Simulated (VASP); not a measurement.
**Ag: electrostatic potential with PBE+D4**

Crystal: Ag.

```
CELL_PARAMETERS angstrom
0.00000 2.03963 2.03963
2.03963 0.00000 2.03963
2.03963 2.03963 0.00000
ATOMIC_POSITIONS crystal
Ag 0.00000 0.00000 0.00000
```

The cell was built by a generator and needn't be a form met in nature.

- Program: VASP 6.6.1
- Task: electrostatic potential
- Functional: PBE
- Dispersion: D4
- Potentials or basis: VASP PAW PBE potentials, release 64 (Ag)
- Cutoff: 520 eV
- k mesh: 18 × 18 × 18
- Occupations: methfessel-paxton, width 0.1 eV
- Spin: no spin polarisation
- Further INCAR settings: ALGO = Fast; EDIFF = 1e-06

```json
{
  "Pressure": "0.2 GPa",
  "Band gap on the k mesh": "none (metal or under the smearing width)",
  "Dispersion energy per atom": "-0.570 eV"
}
```

Levels at points of the mesh, in eV from the Fermi level:
```csv
k point,band 4,band 5,band 6,band 7,band 8,band 9
"(0.00, 0.00, 0.00)",-4.78,-3.73,-3.73,16.08,19.69,19.69
"(0.50, 0.00, 0.00)",-2.93,-2.93,-0.37,3.68,15.31,17.97
"(0.50, 0.50, 0.00)",-2.72,-2.72,1.65,6.83,10.74,10.74
```

It took 10 s on 1 thread of Intel(R) Xeon(R) 6975P-C (Granite Rapids) (shared host), peak memory 0.16 GiB.

Caveat: pairwise dispersion overbinds metals, which lowers pressure and volume.
